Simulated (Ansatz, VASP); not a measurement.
**Two plane-wave programs on Pb**

```
Pb
1.0
     3.50305    0.00000    0.00000
    -1.75152    3.03373    0.00000
     0.00000    0.00000    5.62702
Pb
2
Direct
  0.66667 0.33333 0.75000
  0.33333 0.66667 0.25000
```

This isn't the form of Pb at room conditions, which is fcc.

Alike in both runs: task single point; functional PBEsol; k mesh 9 × 9 × 5; occupations fermi-dirac, width 0.05 eV; no spin polarisation.

|  | VASP | Ansatz |
| --- | --- | --- |
| version | VASP 6.6.1 | Ansatz 0.2.0 |
| potentials or method | VASP PAW PBE potentials, release 64 (Pb_d) | Ansatz PAW |
| plane-wave cutoff (eV) | 520 | 420 |
| valence electrons in the cell | 28 | 28 |

|  | VASP | Ansatz | Ansatz less VASP |
| --- | --- | --- | --- |
| gap on the k mesh at the Fermi level (eV) | none | none | - |
| pressure (GPa) | 0.0 | 0.1 | +0.08 |
| largest component of the traceless stress (GPa) | 2.22 | 2.24 | +0.019 |

A gap of «none» marks a metal or a gap that the smearing closes. With one functional, cell and mesh, what is left measures potentials, basis and numerics.

Caveats: the PAW data sets were made with another functional, which shifts forces and pressure a little (VASP); the PAW data sets come from PBE, with cores solved anew for the run's functional, which leaves a small shift of forces and pressure (Ansatz). Spin-orbit coupling is left out, which matters for the levels of Pb.
